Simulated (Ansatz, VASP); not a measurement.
# Ti: VASP beside Ansatz

```
CELL_PARAMETERS angstrom
0.00000 1.99955 1.99955
1.99955 0.00000 1.99955
1.99955 1.99955 0.00000
ATOMIC_POSITIONS crystal
Ti 0.00000 0.00000 0.00000
```

Change from the starting cell: strain -0.015 along x and y, -0.015 along z, atoms carried along.

Alike in both runs: task single point; functional PBEsol; k mesh 20 × 20 × 20; occupations gaussian, width 0.15 eV; no spin polarisation.

|  | VASP | Ansatz |
| --- | --- | --- |
| version | VASP 6.6.1 | Ansatz 0.2.0 |
| potentials or method | VASP PAW PBE potentials, release 64 (Ti_sv) | scalar-relativistic, plane waves, PAW |
| plane-wave cutoff (eV) | 520 | 420 |
| valence electrons in the cell | 12 | 12 |

Ansatz gave:

- gap on the k mesh at the Fermi level (eV): none
- pressure (GPa): 5.3

**Question.** Estimate VASP's values.

**Answer.** gap on the k mesh at the Fermi level (eV): none; pressure (GPa): 4.9.

A gap of «none» marks a metal or a gap that the smearing closes. The functional is the same, so the differences come from potentials, cutoffs and numerics.

Caveats: the PAW data sets were made with another functional, which shifts forces and pressure a little (VASP).
